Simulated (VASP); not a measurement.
# BeSe (F-43m) in VASP: electric field gradients with r2SCAN

Aim: the electric field gradients of BeSe with r2SCAN.

All numbers are computed with VASP 6.6.1; they aren't measurements. Logs are shortened: lines on timing, memory, paths and dates and some standing lists are left out, and cuts for length are marked.

## 1. The undisturbed crystal

It takes space group F-43m (No. 216, cubic). The conventional cell has a = 5.168 Å, b = 5.168 Å, c = 5.168 Å, α = 90.00°, β = 90.00°, γ = 90.00°. Be (site symmetry -43m) is surrounded by 4 Se at 2.24 Å. Se (site symmetry -43m) is surrounded by 4 Be at 2.24 Å.

The cell comes from a database or a generator and needn't be the stable form of this composition.

## 2. Electric field gradients, r2SCAN (volume scaled by 1.04, crystal datasets)

The input, POSCAR:

```
BeSe
1.0
    0.0000000000      2.6179722263      2.6179722263
    2.6179722263      0.0000000000      2.6179722263
    2.6179722263      2.6179722263      0.0000000000
Be Se
1 1
Direct
    0.0000000000      0.0000000000      0.0000000000
    0.7500000000      0.7500000000      0.7500000000
```

The input, INCAR.step1:

```
SYSTEM = BeSe
PREC = Accurate
ENCUT = 520
ISMEAR = -1
SIGMA = 0.03
LREAL = .FALSE.
LASPH = .TRUE.
NELM = 80
NBANDS = 11
GGA = PE
ALGO = Normal
EDIFF = 1E-4
LWAVE = .TRUE.
LCHARG = .FALSE.
```

The input, INCAR.step2:

```
SYSTEM = BeSe
PREC = Accurate
ENCUT = 520
EDIFF = 1E-8
ISMEAR = -1
SIGMA = 0.03
LREAL = .FALSE.
LASPH = .TRUE.
NELM = 80
ALGO = Normal
ISIF = 2
LWAVE = .FALSE.
LCHARG = .FALSE.
METAGGA = R2SCAN
LMIXTAU = .TRUE.
LEFG = .TRUE.
NBANDS = 11
ISTART = 1
```

The input, KPOINTS:

```
Automatic mesh
0
G
  8 8 8
  0 0 0
```

Potentials or basis: VASP PAW PBE potentials, release 64 (Be, Se).

Run with:

```bash
cat potpaw_PBE.64/Be/POTCAR potpaw_PBE.64/Se/POTCAR > POTCAR
cp INCAR.step1 INCAR
mpirun -np 1 vasp_std > vasp.out
cp INCAR.step2 INCAR
mpirun -np 1 vasp_std > vasp.out
```

OUTCAR:

```text
SYSTEM = BeSe
   PREC = Accurate
   ENCUT = 520
   EDIFF = 1E-8
   ISMEAR = -1
   LREAL = .FALSE.
   LASPH = .TRUE.
   NELM = 80
   ISIF = 2
   METAGGA = R2SCAN
   ISTART = 1

 ion  position               nearest neighbor table
   1  0.000  0.000  0.000-   2 2.27   2 2.27   2 2.27   2 2.27
   2  0.750  0.750  0.750-   1 2.27   1 2.27   1 2.27   1 2.27

  LATTYP: Found a face centered cubic cell.
 ALAT       =     5.2359444526

  Lattice vectors:

 A1 = (   0.0000000000,   2.6179722263,   2.6179722263)
 A2 = (   2.6179722263,   0.0000000000,   2.6179722263)
 A3 = (   2.6179722263,   2.6179722263,   0.0000000000)

Analysis of symmetry for initial positions (statically):
=====================================================================
 Subroutine PRICEL returns:
 Original cell was already a primitive cell.

 Routine SETGRP: Setting up the symmetry group for a
 face centered cubic supercell.

 Subroutine GETGRP returns: Found 24 space group operations
 (whereof 24 operations were pure point group operations)
 out of a pool of 48 trial point group operations.

The static configuration has the point symmetry T_d .

Analysis of symmetry for dynamics (positions and initial velocities):
=====================================================================
 Subroutine PRICEL returns:
 Original cell was already a primitive cell.

 Routine SETGRP: Setting up the symmetry group for a
 face centered cubic supercell.

 Subroutine GETGRP returns: Found 24 space group operations
 (whereof 24 operations were pure point group operations)
 out of a pool of 48 trial point group operations.

The dynamic configuration has the point symmetry T_d .

 Subroutine INISYM returns: Found 24 space group operations
 (whereof 24 operations are pure point group operations),
 and found     1 'primitive' translations

----------------------------------------------------------------------------------------

                                     Primitive cell

  volume of cell :      35.8860

  direct lattice vectors                    reciprocal lattice vectors
     0.000000000  2.617972226  2.617972226    -0.190987511  0.190987511  0.190987511
     2.617972226  0.000000000  2.617972226     0.190987511 -0.190987511  0.190987511
     2.617972226  2.617972226  0.000000000     0.190987511  0.190987511 -0.190987511

  length of vectors
     3.702371828  3.702371828  3.702371828     0.330800073  0.330800073  0.330800073

  position of ions in fractional coordinates (direct lattice)
     0.000000000  0.000000000  0.000000000
     0.750000000  0.750000000  0.750000000

  ion indices of the primitive-cell ions
   primitive index   ion index
                 1           1
                 2           2

----------------------------------------------------------------------------------------

 KPOINTS: Automatic mesh

Automatic generation of k-mesh.
 Grid dimensions read from file:
 generate k-points for:    8    8    8

 Generating k-lattice:

  Cartesian coordinates                     Fractional coordinates (reciprocal lattice)
    -0.023873439  0.023873439  0.023873439     0.125000000  0.000000000  0.000000000
     0.023873439 -0.023873439  0.023873439     0.000000000  0.125000000  0.000000000
     0.023873439  0.023873439 -0.023873439     0.000000000  0.000000000  0.125000000

  Length of vectors
     0.041350009  0.041350009  0.041350009

  Shift w.r.t. Gamma in fractional coordinates (k-lattice)
     0.000000000  0.000000000  0.000000000

 Subroutine IBZKPT returns following result:
 ===========================================

 Found     29 irreducible k-points:

 Following reciprocal coordinates:
            Coordinates               Weight
  0.000000  0.000000  0.000000      1.000000
  0.125000  0.000000  0.000000      8.000000
  0.250000  0.000000  0.000000      8.000000
  0.375000  0.000000  0.000000      8.000000
  0.500000  0.000000  0.000000      4.000000
  0.125000  0.125000  0.000000      6.000000
[... 16 lines left out ...]
  0.500000  0.250000  0.125000     48.000000
 -0.375000  0.250000  0.125000     24.000000
 [... further k-points ...]
   k-points           NKPTS =     29   k-points in BZ     NKDIM =     29   number of bands    NBANDS=     11
   number of dos      NEDOS =    301   number of ions     NIONS =      2
   total plane-waves  NPLWV =  21952
   dimension x,y,z NGX =    28 NGY =   28 NGZ =   28
   dimension x,y,z NGXF=    56 NGYF=   56 NGZF=   56
   ions per type =               1   1
   NGX,Y,Z   is equivalent  to a cutoff of  12.57, 12.57, 12.57 a.u.
   NGXF,Y,Z  is equivalent  to a cutoff of  25.15, 25.15, 25.15 a.u.
 SYSTEM =  BeSe
   PREC   = accura    normal or accurate (medium, high low for compatibility)
   ISTART =      1    job   : 0-new  1-cont  2-samecut
   ICHARG =      0    charge: 1-file 2-atom 10-const
   ISPIN  =      1    spin polarized calculation?
   LNONCOLLINEAR =      F non collinear calculations
   LSORBIT =      F    spin-orbit coupling
   LASPH  =      T    aspherical Exc in radial PAW
   ENCUT  =  520.0 eV  38.22 Ry    6.18 a.u.   6.88  6.88  6.88*2*pi/ulx,y,z
   NELM   =     80;   NELMIN=  2; NELMDL=  0     # of ELM steps
   EDIFF  = 0.1E-07   stopping-criterion for ELM
   LREAL  =      F    real-space projection
   EDIFFG = 0.1E-06   stopping-criterion for IOM
   NSW    =      0    number of steps for IOM
   IBRION =     -1    ionic relax: 0-MD 1-quasi-New 2-CG
   NFREE  =      0    steps in history (QN), initial steepest desc. (CG)
   ISIF   =      2    stress and relaxation
   ISYM   =      2    0-nonsym 1-usesym 2-fastsym
   POTIM  = 0.5000    time-step for ionic-motion
   TEBEG  =    0.0;   TEEND  =   0.0 temperature during run
   PSTRESS=    0.0 pullay stress
   NELECT =       8.0000    total number of electrons
   NUPDOWN=      -1.0000    fix difference up-down
   EMIN   =  10.00;   EMAX   =-10.00  energy-range for DOS
   EFERMI =   0.00;   METHOD = LEGACY
   ISMEAR =    -1;   SIGMA  =   0.03  broadening in eV -4-tet -1-fermi 0-gaus
   EFERMI_NEDOS =   21; number of points for ismear=-14 and -15
   IALGO  =     38    algorithm
   IMIX   =      4    mixing-type and parameters
     AMIX     =   0.40;   BMIX     =  1.00
     AMIX_MAG =   1.60;   BMIX_MAG =  1.00
  volume/ion in A,a.u.               =      17.94       121.09
  Fermi-wavevector in a.u.,A,eV,Ry     =   0.992651  1.875838 13.406575  0.985355
  Thomas-Fermi vector in A             =   2.124477
   LORBIT       =      0    0 simple, 1 ext, 2 COOP (PROOUT), +10 PAW based schemes
   METAGGA = R2SCAN    functional components
   LHFCALC =     F    Hartree Fock is set to
   AEXX    =    0.0000 exact exchange contribution
   IVDW    =     0    specifies the selected vdW correction
   LEPSILON=     F    determine dielectric tensor
   LRPA    =     F    only Hartree local field effects (RPA)
 non-spin polarized calculation
  energy-cutoff  :      520.00
  volume of cell :       35.89
 maximum number of plane-waves:       982
   NGX = 13   NGY = 13   NGZ = 13

 number of electron       7.9999999 magnetization

 Free energy of the ion-electron system (eV)
  ---------------------------------------------------
  ext. energy  EPLUGINS =         0.00000000
  ---------------------------------------------------
  free energy    TOTEN  =       -20.51574323 eV

  energy without entropy =      -20.51574323  energy(sigma->0) =      -20.51574323

 E-fermi :   3.2822     XC(G=0):  -9.6306

 val. band max:        2.6200669888   @ k =   0.0000   0.0000   0.0000
 cond. band min:       5.8286188703   @ k =   0.5000   0.5000   0.0000
 fundamental gap:      3.2085518814
 Fermi energy:         3.2821860567

 k-point     1 :       0.0000    0.0000    0.0000
  band No.  band energies     occupation
      1     -11.3670      2.00000
      2       2.6201      2.00000
      3       2.6201      2.00000
      4       2.6201      2.00000
      5       7.3305      0.00000
      6       8.2205      0.00000
      7       8.2205      0.00000
      8       8.2205      0.00000
      9      15.2878      0.00000
     10      15.6157      0.00000
     11      15.6157      0.00000
[... 309 lines left out ...]
 k-point    24 :      -0.3750    0.2500    0.1250
  band No.  band energies     occupation
      1      -9.8642      2.00000
      2      -2.4223      2.00000
      3      -0.1154      2.00000
      4       0.8625      2.00000
      5       8.6866      0.00000
      6       8.7748      0.00000
      7      11.4366      0.00000
      8      12.8090      0.00000
      9      13.6003      0.00000
     10      17.7121      0.00000
     11      17.9250      0.00000

 [... further k-points ...]

------------------------ aborting loop because EDIFF is reached ----------------------------------------

  FORCE on cell =-STRESS in cart. coord.  units (eV):
  Direction    XX          YY          ZZ          XY          YZ          ZX
  --------------------------------------------------------------------------------------
  -------------------------------------------------------------------------------------
  Total       -0.6565345     -0.6565345     -0.6565345      0.0000000      0.0000000      0.0000000
  in kB      -29.3118374    -29.3118374    -29.3118374      0.0000000      0.0000000      0.0000000
  external PRESSURE =     -29.3118374 kB  Pullay stress =       0.0000000 kB

 VOLUME and BASIS-vectors are now :
 -----------------------------------------------------------------------------
  energy-cutoff  :      520.00
  volume of cell :       35.89
      direct lattice vectors                 reciprocal lattice vectors
     0.000000000  2.617972226  2.617972226    -0.190987511  0.190987511  0.190987511
     2.617972226  0.000000000  2.617972226     0.190987511 -0.190987511  0.190987511
     2.617972226  2.617972226  0.000000000     0.190987511  0.190987511 -0.190987511

 POSITION                                       TOTAL-FORCE (eV/Angst)
 -----------------------------------------------------------------------------------
      0.00000      0.00000      0.00000         0.000000      0.000000     -0.000000
      3.92696      3.92696      3.92696        -0.000000     -0.000000      0.000000
 -----------------------------------------------------------------------------------
    total drift:                               -0.000000     -0.000000     -0.000000

  FREE ENERGIE OF THE ION-ELECTRON SYSTEM (eV)
  ---------------------------------------------------
  free  energy   TOTEN  =       -20.5157432323 eV

  energy  without entropy=      -20.5157432323  energy(sigma->0) =      -20.51574323

 Electric field gradients (V/A^2)
---------------------------------------------------------------------
 ion       V_xx      V_yy      V_zz      V_xy      V_xz      V_yz
---------------------------------------------------------------------
   1       0.000     0.000    -0.000    -0.000    -0.000    -0.000
   2      -0.000    -0.000    -0.000    -0.000    -0.000    -0.000
---------------------------------------------------------------------

 Electric field gradients after diagonalization (V/A^2)
 (convention: |V_zz| > |V_xx| > |V_yy|)
----------------------------------------------------------------------
 ion       V_xx      V_yy      V_zz     asymmetry (V_yy - V_xx)/ V_zz
----------------------------------------------------------------------
   1       0.000     0.000    -0.000       0.000
   2       0.000     0.000    -0.000       0.000
----------------------------------------------------------------------

           NMR quadrupolar parameters

 Cq : quadrupolar parameter    Cq=e*Q*V_zz/h
 eta: asymmetry parameters     (V_yy - V_xx)/ V_zz
 Q  : nuclear electric quadrupole moment in mb (millibarn)
----------------------------------------------------------------------
 ion       Cq(MHz)       eta       Q (mb)
----------------------------------------------------------------------
   1      -0.000       0.000       1.000
   2      -0.000       0.000       1.000
----------------------------------------------------------------------
```

Run time: 30 s. Hardware: 1 thread of Intel Xeon 6975P-C (Granite Rapids), shared host; peak memory 0.17 GiB.

Results:

| Quantity | Value |
| --- | --- |
| Free energy | -20.5157 eV |
| Pressure | -2.9 GPa |
| Band gap on the k mesh | 3.21 eV, indirect (least direct gap 4.71 eV) |

Levels at points of the mesh, in eV from the valence-band top:
| k point | band 2 | band 3 | band 4 | band 5 | band 6 | band 7 |
| --- | --- | --- | --- | --- | --- | --- |
| (0.00, 0.00, 0.00) | 0.00 | 0.00 | 0.00 | 4.71 | 5.60 | 5.60 |
| (0.50, 0.00, 0.00) | -5.52 | -1.02 | -1.02 | 4.75 | 6.54 | 6.54 |
| (0.50, 0.50, 0.00) | -4.96 | -2.53 | -2.53 | 3.21 | 4.70 | 12.32 |

Electric field gradients, principal values (V/Å²):
| atom | Vxx | Vyy | Vzz |
| --- | --- | --- | --- |
| 1 Be | 0.000 | 0.000 | 0.000 |
| 2 Se | 0.000 | 0.000 | 0.000 |

Caveat: the PAW data sets were made with another functional, which shifts forces and pressure a little. A k mesh can miss the band edges.
